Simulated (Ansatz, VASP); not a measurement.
**Si53MoC54 (Mo_Si): VASP beside Ansatz**

Aim: how closely do two programs agree when they are given the same cell, functional and k mesh? The cell is taken from a series of runs on this material, whose earlier steps may have relaxed, scaled, displaced or heated it; both programs get it as it stands.

Calculated with Ansatz 0.2.0; plane waves, with VASP 6.6.1 beside it; single point at r2SCAN.

## (1) The starting structure

The cell holds 108 atoms: 53 Si, 54 C and 1 Mo. Its edges and angles: a = 9.236 Å, b = 9.236 Å, c = 15.108 Å, α = 90.0°, β = 90.0°, γ = 120.0°. It derives from SiC (SiC (P6_3mc)). Nearest the centre at fractional (0.667, 0.667, 0.500): Mo108 at 0.04 Å, C106 at 2.02 Å, C82 at 2.02 Å, C103 at 2.05 Å, C88 at 2.06 Å, Si47 at 3.07 Å, Si17 at 3.07 Å, Si29 at 3.10 Å. The cell carries charge −1.

## (2) Ansatz: single point, r2SCAN

Ansatz runs on its PAW soft_1 files.

A single point gives forces, pressure and levels at one fixed geometry, so differences don't come from the geometry; what else differs is listed under the comparison.

Contents of input.yaml:

```yaml
crystal:
  checkpoint: "../qm1_M1.relax.run"
  host: checkpoint
total_charge: -1
basis:
  ecutwfc: 500
  xc_grid: 2
hamiltonian:
  xc: r2scan
  pseudopotentials: { kind: paw, azcp: { folder: soft_1 } }
kpoints:
  mp_grid: { grid: [2, 2, 2], shift: [0.5, 0.5, 0.5] }
magnetization:
  spin_polarized: true
  initial_magnetization: 1
  spin_locking: { lock_magnetization: hard }
scf:
  occupations: { method: fermi_dirac, width: 0.01 }
  max_iter: 60
output:
  forces: true
  eigenvalues: true
  charged_corrections:
    epsilon: [7.09, 7.09, 7.35]
    static_epsilon: [10.43, 10.43, 10.95]
    defect_position: [0.666667, 0.666667, 0.499722]
  eigenstates: { localisation: true }
  populations: true
  efg: {}
checkpoint:
  read: "../qm1_M1.relax.run"
  write: "../qm1_M1.point.run"
  compress: false
  write_wavefunctions: false
  write_every: 100000
```

Command:

```bash
$ ansatz run input.yaml --threads 4 --pin off --max-ram 15073MiB --backend cpu --events-out ev --progress --plain --runs-dir out
```

Numbers of over 12 decimals in the logs are rounded to 6 here.

What it wrote:

```text
Warning: This run holds its total moment fixed (magnetization.spin_locking.lock_magnetization: hard) and mixes its density by anderson or broyden (scf.mixing.algorithm, typed or taken by auto). Slabs with a fixed moment have converged under broyden above another state at the same moment, at the default mixing steps and at smaller ones, and under scf.lower_state_search: standard, light or off a state that such a mixer [...]
crystal.checkpoint: the structure is that of <dir>, a `relax` run, at its step 6: its result, under r2scan at a charge of -1 e; 108 atoms read, 0 with a starting moment; crystal.structure_sha256 for this input is
Mo: output.efg is read without spin–orbit coupling, which moves field gradients at and beside such atoms by some per cent and up to a factor of two; PAW files take it under magnetization.noncollinear and magnetization.spin_orbit
Engine: ansatz 0.2.0, aarch64-unknown-linux-gnu
Pseudopotentials: kind: paw
Pseudopotential: Si, paw, valence charge 4, recommended cutoff 500 eV (meta_gga), soft_1/Si.paw.azcp
Pseudopotential: C, paw, valence charge 4, recommended cutoff 500 eV (meta_gga), soft_1/C.paw.azcp
Pseudopotential: Mo, paw, valence charge 14, recommended cutoff 500 eV (meta_gga), soft_1/Mo.paw.azcp
Functional definition: r2SCAN
  parameter k0 = 0.174
  parameter k1 = 0.065
  parameter a1 = 4.9479
  exchange = r2scan_x(k0 = k0, k1 = k1, a1 = a1)
  correlation = r2scan_c
Crystal: 108 atoms, lattice volume = 1116.095 Å³
Basis set: ecut = 500 eV, 28399 PW (Γ), exchange–correlation on 144×144×240 points (8 copies of the dense FFT grid, shifted against one another)
Bands: 330, of which v1, the nominal top of the filled ones, is band 222 counted from 1 (221 counted from 0)
Symmetry: 1 space group operations
Space group: P1 (ITA 1), of the structure as read, at distance tolerance 1.0e-4 Å
Magnetic group: BNS 1.1 (UNI 1), of the structure as read, at distance tolerance 1.0e-4 Å
k-points: 4 of 8 (time reversal used)
Non-local potential: Si, projectors of the file, l = 0: 2, l = 1: 2, l = 2: 1
Non-local potential: C, projectors of the file, l = 0: 2, l = 1: 2, l = 2: 1
Non-local potential: Mo, projectors of the file, l = 0: 3, l = 1: 2, l = 2: 2, l = 3: 1
PAW form: soft (Blöchl's): semilocal exchange-correlation on the pseudo side does not see the compensation charge
PAW frozen core: Si, regenerated for the run's functional (the file was generated under x = pbe(κ = 0.804, μ = 0.219515), c = pbe(β = 0.066725))
PAW frozen core: C, regenerated for the run's functional (the file was generated under x = pbe(κ = 0.804, μ = 0.219515), c = pbe(β = 0.066725))
PAW frozen core: Mo, regenerated for the run's functional (the file was generated under x = pbe(κ = 0.804, μ = 0.219515), c = pbe(β = 0.066725))
PAW one-centre angular grid: Si, 302 points (default); XC on 160 Gauss nodes
PAW one-centre angular grid: C, 302 points (default); XC on 219 of its mesh's 2255 points in the sphere
PAW one-centre angular grid: Mo, 590 points (default); XC on 160 Gauss nodes
Initial density: read from a saved state, or passed on in memory by an earlier SCF of this step, an earlier step, the calling program or the single point that the run made first
Stability of the state it starts from, as read at its close in the collinear treatment: not read, because the mixer in use, unlike msr1, does not test its closes by its own steps (another_mixer); its run was given moments
Starting moments: Σ|m| = 1 μB on 108 of 108 sites; this step starts from the density that it was given
Initial wavefunctions: pseudopotential atomic-orbital guess — the wavefunctions supplied were not used: k-point sampling differs
Functional: x = r2scan, c = r2scan; τ floored in thin density (d = 2e-4 eV/Å³)
iter 1 solved again at ethr=1.90e-5 eV; its pass at ethr=3.10e-3 eV (dr2=8.42e-2 eV) is discarded
SCF iter   1: F=—  HF=-52444.436596 eV  |F-HF|=—  |Δ(HF+E_count)|=         —  Δρ=1.65e-3 (↑1.57e-3 ↓1.65e-3)  dr2=8.08e-2  dr2_τ=1.31e-3  dr2_m=2.30e-3  M=1.000 μB ∫|m|=2.567 μB  β_m=1.20  ethr=1.90e-5  ⟨swp⟩=8.5  Hψ=19372  notcnv=0  defer=2
preconditioner: auto → Resta (q_TF=auto, 2.339 Å⁻¹)  ε∞=4.4  [insulator: Δε(μ)=0.070 eV  Ē_g=12.643 eV  σ=0.010 eV  W_gap=0.94  n_scr=244 (ndim 8)  ℏωp=23.2 eV  f_vac=0.000  D(μ)=1.97/eV (n_scr^D=2)  ε∞_Penn≈4.4]
spin=Collinear: Resta preconditioning applied to the charge; magnetization (m = ρ↑ − ρ↓) channel mixes plain (no charge-response kernel on spin).
[...]
k-point 3 ↓: bands = [... 218 lower, 9.2767, 9.4499, 12.0260, 12.1197, 12.4039, 12.4799, 12.6419, 12.7986, ... 104 higher]
--- Löwdin populations: 108 sites ---
  site symbol       q [e]    m [muB]
     0     Si      2.9396    -0.0055
     1     Si      2.9431    -0.0036
     2     Si      2.9546    -0.0148
     3     Si      2.9556    -0.0047
     4     Si      2.9669     0.0051
     5     Si      2.9536    -0.0027
     6      C      4.9905    -0.0025
     7      C      4.9887    -0.0023
     8      C      4.9741    -0.0006
     9      C      4.9772    -0.0003
    10      C      4.9777     0.0018
    11      C      4.9782    -0.0012
    12     Si      2.9399    -0.0055
    13     Si      2.9420    -0.0029
    14     Si      2.9580    -0.0152
    15     Si      2.9556    -0.0051
    16     Si      2.9588    -0.0092
    17     Si      2.9544    -0.0031
    18      C      4.9895    -0.0032
    19      C      4.9889    -0.0006
    20      C      4.9743     0.0002
    21      C      4.9764    -0.0032
    22      C      4.9810    -0.0092
    23      C      4.9783    -0.0008
[...]
100     Mo     13.1921     1.5352
   101     Si      2.9541    -0.0022
   102      C      4.9909    -0.0050
   103      C      4.9499    -0.0191
   104      C      4.9788    -0.0064
   105      C      4.9783     0.0060
   106      C      4.9118    -0.0244
   107      C      4.9790    -0.0020
  spilling = 0.010226 (of n_electrons = 443.000000)
```

## (3) VASP: single point, r2SCAN

The same cell, functional, mesh and smearing now go to VASP, with its own data sets.

Lines of VASP's logs that name or quote its potential files are left out, and so is its time.

Contents of INCAR:

```
SYSTEM = Si53MoC54
PREC = Accurate
ENCUT = 580
EDIFF = 1E-06
NELM = 200
ISMEAR = -1
SIGMA = 0.01
LREAL = Auto
ALGO = Normal
METAGGA = R2SCAN
LASPH = .TRUE.
NELECT = 443
NBANDS = 297
ISPIN = 2
MAGMOM = -0 -0 -0 -0 0 -0 -0 -0 -0 -0 -0 -0 -0 -0 -0 -0 0 -0 -0 -0 -0 -0 -0 -0 -0 0 0 -0 0 -0 -0 0 0 -0 0.01 -0 -0 -0 -0 -0 0.01 -0 -0 -0 -0 -0 0 -0 -0 0 0 -0 -0 -0 -0 0 -0 0 -0 -0 -0 0 -0 -0 -0 -0 -0 -0 -0 -0 -0 0 0 -0 -0 -0 -0 -0 -0 -0 0 -0.01 -0 -0 -0 -0 0 -0.01 -0 -0 -0 0 -0 -0 -0 -0 -0 -0 -0 -0 -0 -0 0 -0 0 -0.01 -0 0.84
LMAXMIX = 4
LORBIT = 11
LWAVE = .FALSE.
LCHARG = .FALSE.
ISIF = 2
ISYM = 0
NUPDOWN = 1
GGA_COMPAT = .FALSE.
LMIXTAU = .TRUE.
```

Contents of POSCAR:

```
Si53MoC54
1.0
    9.2359949282      0.0000000000      0.0000000000
   -4.6179974641      7.9986062370      0.0000000000
    0.0000000000      0.0000000000     15.1078644027
Si C Mo
53 54 1
Direct
    0.1116000729      0.2220007885      0.8329060703
    0.2219454846      0.1125623974      0.3330563426
[... 2 atom lines left out ...]
    0.0026007749      0.0025167007      0.5006175277
[... 2 atom lines left out ...]
    0.2222608257      0.4461270951      0.3334441209
    0.2227223430      0.4451827330      0.6666877638
[... 7 atom lines left out ...]
    0.0006857705      0.6689081473      0.4998991626
[... 5 atom lines left out ...]
    0.3327648269      0.0016963532      0.5001945026
[... 2 atom lines left out ...]
    0.5548697323      0.4447660117      0.3311837778
    0.5550962317      0.4445656433      0.6676560789
[... 1 atom line left out ...]
    0.3316825568      0.3313044538      0.5004829878
[... 2 atom lines left out ...]
    0.5548695226      0.7798492851      0.3313949765
    0.5551619766      0.7794014220      0.6684448741
[... 1 atom line left out ...]
    0.3308009229      0.6688369897      0.5003546118
[... 2 atom lines left out ...]
    0.8885509100      0.1124775958      0.3334630037
    0.8889389590      0.1114443141      0.6666959550
[... 1 atom line left out ...]
    0.6656752528      0.0036589657      0.5004138436
[... 2 atom lines left out ...]
    0.8883304457      0.4463235772      0.3331850836
    0.8890628140      0.4449192259      0.6667188204
[... 1 atom line left out ...]
    0.6654327471      0.3333556106      0.4998324672
[... 2 atom lines left out ...]
    0.8898111473      0.7797292160      0.3312836692
    0.8894135936      0.7791670240      0.6676296078
[... 3 atom lines left out ...]
    0.9995831887      0.0017929949      0.3746813213
[... 2 atom lines left out ...]
    0.2219691399      0.1119095685      0.5422008023
[... 5 atom lines left out ...]
    0.2223963493      0.4454580938      0.5415291729
[... 2 atom lines left out ...]
    0.9997454071      0.6688755888      0.3743941919
    0.1122964110      0.8895246658      0.7097388405
[... 1 atom line left out ...]
    0.2214881212      0.7792672946      0.5422237965
[... 3 atom lines left out ...]
    0.4442209940      0.2215061195      0.7096952701
[... 1 atom line left out ...]
    0.5550287841      0.1126747827      0.5421843493
[... 2 atom lines left out ...]
    0.3330156036      0.3350995337      0.3745970730
    0.4443368082      0.5560487959      0.7090332401
    0.5543551324      0.4435202605      0.2064796305
    0.5471708364      0.4292189742      0.5450805668
[... 2 atom lines left out ...]
    0.3329718556      0.6689061553      0.3746762906
    0.4438431110      0.8899284080      0.7101691383
    0.5546961841      0.7795494125      0.2066695741
    0.5467050776      0.7882438764      0.5461390527
[... 2 atom lines left out ...]
    0.6659337599      0.0018826099      0.3746693507
[... 2 atom lines left out ...]
    0.8888259418      0.1120586476      0.5415444757
[... 2 atom lines left out ...]
    0.6658832443      0.3350447816      0.3743378410
    0.7783494014      0.5556418683      0.7087943764
[... 1 atom line left out ...]
    0.8887637879      0.4455287093      0.5417328830
[... 2 atom lines left out ...]
    0.6663676203      0.6681205759      0.3637372040
    0.7784302745      0.8902324171      0.7091709101
    0.8908271338      0.7799417568      0.2065319921
    0.9039222635      0.7867798947      0.5451615059
[... 1 atom line left out ...]
    0.6640620257      0.6688525138      0.4997202804
```

Contents of KPOINTS:

```
Points of the shifted mesh
8
Reciprocal
 0.2500000000  0.2500000000  0.2500000000 1
 0.2500000000  0.2500000000  0.7500000000 1
 0.2500000000  0.7500000000  0.2500000000 1
 0.2500000000  0.7500000000  0.7500000000 1
 0.7500000000  0.2500000000  0.2500000000 1
 0.7500000000  0.2500000000  0.7500000000 1
 0.7500000000  0.7500000000  0.2500000000 1
 0.7500000000  0.7500000000  0.7500000000 1
```

PAW data sets: Si, C and Mo_sv (PBE family, release 64).

Command:

```bash
$ export OMP_NUM_THREADS=3
$ mpirun -np 1 vasp_std
```

What it wrote:

```text
[banner, memory and clock lines left out]
running    1 mpi-ranks, on    1 nodes
[...]
Offloading initialized ...    1 GPUs detected
[...]
|                                                                             |
|               ----> ADVICE to this user running VASP <----                  |
|                                                                             |
|     You enforced a specific xc type in the INCAR file but a different       |
|     [... a line on the potential file left out ...]
|     I HOPE YOU KNOW WHAT YOU ARE DOING!                                     |
|                                                                             |

 LDA part: xc-table for (None), standard interpolation
 POSCAR, INCAR and KPOINTS ok, starting setup
[...]
entering main loop
       N       E                     dE             d eps       ncg     rms          rms(c)
DAV:   1     0.138502603275E+04    0.13850E+04   -0.22618E+05  9720   0.153E+03
DAV:   2    -0.103606792481E+04   -0.24211E+04   -0.22883E+04 11528   0.265E+02
DAV:   3    -0.121222943209E+04   -0.17616E+03   -0.17394E+03 11536   0.664E+01
DAV:   4    -0.121650245065E+04   -0.42730E+01   -0.42509E+01 11536   0.111E+01
DAV:   5    -0.121661485293E+04   -0.11240E+00   -0.11220E+00 11472   0.175E+00BRMIX: very serious problems
 the old and the new charge density differ
 old charge density:   442.00000 new  443.00000
    0.749E+01
DAV:   6    -0.104795256382E+04    0.16866E+03   -0.31178E+02 11160   0.246E+01    0.409E+01
DAV:   7    -0.105065783213E+04   -0.27053E+01   -0.79154E+01 11272   0.196E+01    0.259E+01
DAV:   8    -0.104650720683E+04    0.41506E+01   -0.14240E+01 11312   0.820E+00    0.122E+01
DAV:   9    -0.104641067343E+04    0.96533E-01   -0.62180E+00 11056   0.472E+00    0.447E+00
[...]
DAV:  19    -0.104658701712E+04   -0.10373E-04   -0.96755E-06 11264   0.630E-03    0.671E-03
DAV:  20    -0.104658701960E+04   -0.24815E-05   -0.22140E-06  7488   0.325E-03    0.364E-03
DAV:  21    -0.104658702058E+04   -0.97349E-06   -0.95697E-07  5984   0.196E-03
   1 F= -.10465870E+04 E0= -.10465861E+04  d E =-.184928E-02  mag=     1.0000
```

Parts of OUTCAR (step 3):

```text
  FREE ENERGIE OF THE ION-ELECTRON SYSTEM (eV)
  ---------------------------------------------------
  free  energy   TOTEN  =     -1046.5870205775 eV

  energy  without entropy=    -1046.5851712986  energy(sigma->0) =    -1046.58609594

 magnetization (x)
# of ion       s       p       d       tot
------------------------------------------
    1       -0.000  -0.001   0.000  -0.001
    2       -0.001  -0.001   0.000  -0.002
    3        0.000  -0.003   0.000  -0.003
    4       -0.000  -0.001   0.000  -0.001
    5        0.004   0.006   0.000   0.010
    6       -0.000  -0.000   0.000  -0.000
    7       -0.000  -0.001   0.000  -0.001
    8       -0.001  -0.000   0.000  -0.001
    9       -0.000  -0.003   0.000  -0.003
   10       -0.000  -0.001   0.000  -0.001
   11       -0.000  -0.002   0.000  -0.002
   12       -0.000  -0.000   0.000  -0.000
   13       -0.000  -0.001   0.000  -0.002
[...]
--------------------------------------------------
tot          0.003  -0.004   1.350   1.349
```

SCAN-type functionals tend to overstate the moments of itinerant magnets.

## (4) Differences

Known differences besides the potentials themselves: VASP starts from the moments at which Ansatz ended; VASP keeps PBE cores, Ansatz makes them for the functional; the cutoff is 500 eV in Ansatz and 580 eV in VASP (PREC = Accurate, projectors in real space); site moments are counted in spheres of each program's own size. Total energies have different zeros and are not compared.

The two programs side by side:

```tsv
quantity	Ansatz	VASP	difference
total moment, fixed by the input (μB)	1.00	1.00	0.00
moment on Mo108 (μB)	0.84	1.37	-0.53
```

Forces on 10 of the 108 atoms, those with the largest forces and the largest differences (eV/Å; atoms numbered as in POSCAR):

```tsv
atom	Ansatz x, y, z	VASP x, y, z
Si3	0.112, -0.045, 0.229	0.113, -0.044, 0.229
Si5	-0.145, 0.013, -0.157	-0.138, 0.008, -0.151
Si17	0.168, -0.044, 0.172	0.163, -0.040, 0.179
Si27	0.180, -0.100, 0.073	0.182, -0.104, 0.067
Si29	-0.108, 0.118, -0.128	-0.104, 0.115, -0.122
Si47	0.147, -0.120, 0.165	0.139, -0.119, 0.171
Si51	0.172, -0.149, 0.096	0.175, -0.153, 0.090
C82	0.024, 0.097, 0.071	0.026, 0.067, 0.084
C88	-0.090, -0.010, -0.174	-0.116, 0.006, -0.161
C103	0.072, -0.030, -0.073	0.074, -0.032, -0.109
```

The forces differ by 4.4 meV/Å r.m.s., which is 7.5 % of the r.m.s. force of 0.059 eV/Å (both taken over all components). The cell carries a charge of -1 e against a uniform background, so its pressure also hangs on how the neutralising background is counted, and in a defect's cell a gap may be the spacing between its levels.

## (5) Outcome

```json
{
  "r.m.s. force difference (single point, r2SCAN)": "4.4 meV/Å"
}
```

In words: The r.m.s. force difference is 4.4 meV/Å (single point, r2SCAN), within the 12 meV/Å picked in this series as the mark of a large difference. How closely two codes agree says nothing of how well the functional describes the real material.

[Lines on the potential files, build, host, timing and source positions are cut from VASP's logs without a mark.]

[Logs are printed without paths, hosts, clocks, repeated set-up lines and the standing remarks that a program may print on its own settings, such as how far it seeks lower states.]

[Hosts, paths, dates, database ids (printed as entryN), source tags and the programs' standing remarks are cut or masked in the printed files.]
